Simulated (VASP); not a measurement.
# AlP (F-43m) in VASP: single point with PBE

Aim: the single point of AlP with PBE.

Everything below comes from runs of VASP 6.6.1. Logs are shortened: lines on timing, memory, paths and dates and some standing lists are left out, and cuts for length are marked.

**The experiment to reproduce.**

From a printed reference work, data compilation, for a bulk crystal of AlP at 4.2 K: band gap 2.505 eV (indirect).

The runs below are set against these values where they give the same quantity.

**1. The cell of the first run**

It takes space group F-43m (No. 216, cubic). The conventional cell has a = 5.459 Å, b = 5.459 Å, c = 5.459 Å, α = 90.00°, β = 90.00°, γ = 90.00°. Within 3.1 Å of Al (site symmetry -43m) lie 4 P at 2.36 Å. P (site symmetry -43m) has 4 Al at 2.36 Å within 3.1 Å.

**2. Single point, PBE**

The input, INCAR:

```
ALGO = Normal
EDIFF = 1E-6
ENCUT = 500
GGA = PE
GGA_COMPAT = F
ISIF = 2
ISMEAR = -1
LASPH = T
LCHARG = F
LREAL = F
LWAVE = F
NBANDS = 11
NELM = 120
PREC = Accurate
SIGMA = 0.1
```

The input, KPOINTS:

```
k-points
0
Gamma
  8 8 8
```

The input, POSCAR:

```
AlP
1.0
    0.0000000000      2.7295760000      2.7295760000
    2.7295760000      0.0000000000      2.7295760000
    2.7295760000      2.7295760000      0.0000000000
Al P
1 1
Direct
    0.0000000000      0.0000000000      0.0000000000
    0.2500000000      0.2500000000      0.2500000000
```

Potentials or basis: VASP PAW PBE potentials, release 64 (Al, P).

On the command line:

```console
$ cat potpaw_PBE.64/Al/POTCAR potpaw_PBE.64/P/POTCAR > POTCAR
$ mpirun -np 1 vasp_std > vasp.out
```

OUTCAR:

```text
EDIFF = 1E-6
   ENCUT = 500
   GGA = PE
   ISIF = 2
   ISMEAR = -1
   LASPH = T
   LREAL = F
   NELM = 120
   PREC = Accurate

 ion  position               nearest neighbor table
   1  0.000  0.000  0.000-   2 2.36   2 2.36   2 2.36   2 2.36
   2  0.250  0.250  0.250-   1 2.36   1 2.36   1 2.36   1 2.36

  LATTYP: Found a face centered cubic cell.
 ALAT       =     5.4591520000

  Lattice vectors:

 A1 = (   0.0000000000,   2.7295760000,   2.7295760000)
 A2 = (   2.7295760000,   0.0000000000,   2.7295760000)
 A3 = (   2.7295760000,   2.7295760000,   0.0000000000)

Analysis of symmetry for initial positions (statically):
=====================================================================
 Subroutine PRICEL returns:
 Original cell was already a primitive cell.

 Routine SETGRP: Setting up the symmetry group for a
 face centered cubic supercell.

 Subroutine GETGRP returns: Found 24 space group operations
 (whereof 24 operations were pure point group operations)
 out of a pool of 48 trial point group operations.

The static configuration has the point symmetry T_d .

Analysis of symmetry for dynamics (positions and initial velocities):
=====================================================================
 Subroutine PRICEL returns:
 Original cell was already a primitive cell.

 Routine SETGRP: Setting up the symmetry group for a
 face centered cubic supercell.

 Subroutine GETGRP returns: Found 24 space group operations
 (whereof 24 operations were pure point group operations)
 out of a pool of 48 trial point group operations.

The dynamic configuration has the point symmetry T_d .

 Subroutine INISYM returns: Found 24 space group operations
 (whereof 24 operations are pure point group operations),
 and found     1 'primitive' translations

----------------------------------------------------------------------------------------

                                     Primitive cell

  volume of cell :      40.6739

  direct lattice vectors                    reciprocal lattice vectors
     0.000000000  2.729576000  2.729576000    -0.183178633  0.183178633  0.183178633
     2.729576000  0.000000000  2.729576000     0.183178633 -0.183178633  0.183178633
     2.729576000  2.729576000  0.000000000     0.183178633  0.183178633 -0.183178633

  length of vectors
     3.860203399  3.860203399  3.860203399     0.317274699  0.317274699  0.317274699

  position of ions in fractional coordinates (direct lattice)
[... 85 lines left out ...]
   ISIF   =      2    stress and relaxation
   ISYM   =      2    0-nonsym 1-usesym 2-fastsym
   POTIM  = 0.5000    time-step for ionic-motion
   TEBEG  =    0.0;   TEEND  =   0.0 temperature during run
   PSTRESS=    0.0 pullay stress
   NELECT =       8.0000    total number of electrons
   NUPDOWN=      -1.0000    fix difference up-down
   EMIN   =  10.00;   EMAX   =-10.00  energy-range for DOS
   EFERMI =   0.00;   METHOD = LEGACY
   ISMEAR =    -1;   SIGMA  =   0.10  broadening in eV -4-tet -1-fermi 0-gaus
   EFERMI_NEDOS =   21; number of points for ismear=-14 and -15
   IALGO  =     38    algorithm
   IMIX   =      4    mixing-type and parameters
     AMIX     =   0.40;   BMIX     =  1.00
     AMIX_MAG =   1.60;   BMIX_MAG =  1.00
  volume/ion in A,a.u.               =      20.34       137.24
  Fermi-wavevector in a.u.,A,eV,Ry     =   0.952064  1.799141 12.332682  0.906427
  Thomas-Fermi vector in A             =   2.080593
   LORBIT       =      0    0 simple, 1 ext, 2 COOP (PROOUT), +10 PAW based schemes
   GGA     = PE    functional components
   LHFCALC =     F    Hartree Fock is set to
   AEXX    =    0.0000 exact exchange contribution
   IVDW    =     0    specifies the selected vdW correction
   LEPSILON=     F    determine dielectric tensor
   LRPA    =     F    only Hartree local field effects (RPA)
 non-spin polarized calculation
  energy-cutoff  :      500.00
  volume of cell :       40.67
 maximum number of plane-waves:      1056
   NGX = 15   NGY = 15   NGZ = 15

 number of electron       8.0000000 magnetization

 Free energy of the ion-electron system (eV)
  ---------------------------------------------------
  ext. energy  EPLUGINS =         0.00000000
  ---------------------------------------------------
  free energy    TOTEN  =       -10.36954835 eV

  energy without entropy =      -10.36953182  energy(sigma->0) =      -10.36954008

 E-fermi :   5.4290     XC(G=0):  -9.2107

 val. band max:        4.5846673752   @ k =   0.0000   0.0000   0.0000
 cond. band min:       6.1631423293   @ k =   0.5000   0.5000   0.0000
 fundamental gap:      1.5784749541
 Fermi energy:         5.4290007492

 k-point     1 :       0.0000    0.0000    0.0000
  band No.  band energies     occupation
      1      -6.9233      2.00000
      2       4.5847      1.99957
      3       4.5847      1.99957
      4       4.5847      1.99957
      5       7.8946      0.00000
      6       9.1470      0.00000
      7       9.1470      0.00000
      8       9.1470      0.00000
      9      13.4201      0.00000
     10      13.4201      0.00000
     11      14.8790      0.00000
[... 309 lines left out ...]
 k-point    24 :      -0.3750    0.2500    0.1250
  band No.  band energies     occupation
      1      -4.9298      2.00000
      2      -0.5857      2.00000
      3       1.9896      2.00000
      4       3.1004      2.00000
      5       8.5372      0.00000
      6       9.1220      0.00000
      7      11.4802      0.00000
      8      12.2956      0.00000
      9      13.5915      0.00000
     10      16.0579      0.00000
     11      17.3301      0.00000

 [... further k-points ...]

------------------------ aborting loop because EDIFF is reached ----------------------------------------

  FORCE on cell =-STRESS in cart. coord.  units (eV):
  Direction    XX          YY          ZZ          XY          YZ          ZX
  --------------------------------------------------------------------------------------
  -------------------------------------------------------------------------------------
  Total        0.5647231      0.5647231      0.5647231     -0.0000000      0.0000000     -0.0000000
  in kB       22.2449072     22.2449072     22.2449072     -0.0000000      0.0000000     -0.0000000
  external PRESSURE =      22.2449072 kB  Pullay stress =       0.0000000 kB

 VOLUME and BASIS-vectors are now :
 -----------------------------------------------------------------------------
  energy-cutoff  :      500.00
  volume of cell :       40.67
      direct lattice vectors                 reciprocal lattice vectors
     0.000000000  2.729576000  2.729576000    -0.183178633  0.183178633  0.183178633
     2.729576000  0.000000000  2.729576000     0.183178633 -0.183178633  0.183178633
     2.729576000  2.729576000  0.000000000     0.183178633  0.183178633 -0.183178633

 POSITION                                       TOTAL-FORCE (eV/Angst)
 -----------------------------------------------------------------------------------
      0.00000      0.00000      0.00000        -0.000000     -0.000000     -0.000000
      1.36479      1.36479      1.36479         0.000000      0.000000      0.000000
 -----------------------------------------------------------------------------------
    total drift:                               -0.000000     -0.000000      0.000000

  FREE ENERGIE OF THE ION-ELECTRON SYSTEM (eV)
  ---------------------------------------------------
  free  energy   TOTEN  =       -10.3695483491 eV

  energy  without entropy=      -10.3695318202  energy(sigma->0) =      -10.36954008
```

OSZICAR:

```text
N       E                     dE             d eps       ncg     rms          rms(c)
DAV:   1     0.110456587719E+02    0.11046E+02   -0.30090E+03   638   0.530E+02
DAV:   2    -0.983417587077E+01   -0.20880E+02   -0.19970E+02   867   0.874E+01
DAV:   3    -0.107132263744E+02   -0.87905E+00   -0.87735E+00   824   0.171E+01
DAV:   4    -0.107200200776E+02   -0.67937E-02   -0.67925E-02   769   0.184E+00
DAV:   5    -0.107201419270E+02   -0.12185E-03   -0.12185E-03   799   0.236E-01    0.452E+00
DAV:   6    -0.104122641437E+02    0.30788E+00   -0.61285E-01   713   0.291E+00    0.288E+00
DAV:   7    -0.103690028248E+02    0.43261E-01   -0.21928E-01   777   0.191E+00    0.145E+00
DAV:   8    -0.103694627488E+02   -0.45992E-03   -0.15297E-02   751   0.604E-01    0.230E-01
DAV:   9    -0.103693889026E+02    0.73846E-04   -0.70083E-04   769   0.147E-01    0.925E-02
DAV:  10    -0.103695423969E+02   -0.15349E-03   -0.21776E-04   716   0.782E-02    0.101E-02
DAV:  11    -0.103695476058E+02   -0.52089E-05   -0.22542E-05   793   0.221E-02    0.915E-03
DAV:  12    -0.103695483491E+02   -0.74331E-06   -0.16515E-06   744   0.706E-03
   1 F= -.10369548E+02 E0= -.10369540E+02  d E =-.165289E-04
```

stdout:

```text
POSCAR found type information on POSCAR AlP
 POSCAR found :  2 types and       2 ions
 scaLAPACK will be used
 LDA part: xc-table for (Slater+PW92), standard interpolation
 POSCAR, INCAR and KPOINTS ok, starting setup
 FFT: planning ... GRIDC
 FFT: planning ... GRID_SOFT
 FFT: planning ... GRID
 WAVECAR not read
 entering main loop
```

Wall time 10 s (1 thread of Intel Xeon 8259CL, shared host); peak memory 0.15 GiB.

Results:

```yaml
Free_energy: -10.3695 eV
Pressure: 2.2 GPa
Band_gap_on_the_k_mesh: 1.58 eV, indirect (least direct gap 3.31 eV)
```

Levels at points of the mesh, in eV from the valence-band top:
```
           k point  band 1  band 2  band 3  band 4  band 5  band 6  band 7  band 8  band 9
(0.00, 0.00, 0.00)  -11.51    0.00    0.00    0.00    3.31    4.56    4.56    4.56    8.84
(0.50, 0.00, 0.00)   -9.83   -5.53   -0.76   -0.76    2.82    4.82    4.82    8.28   11.53
(0.50, 0.50, 0.00)   -9.16   -5.31   -2.10   -2.10    1.58    2.47   11.08   11.08   12.07
```

**3. Against experiment**

Step 2. Measured gap of AlP: 2.505 eV (indirect; 4.2 K; a printed reference work, data compilation). This calculation gives 1.58 eV (-0.93 eV). The value is that of PBE on a finite k mesh, which can miss the band edges, without temperature or zero-point motion. Semilocal functionals fall short of measured gaps as a rule.
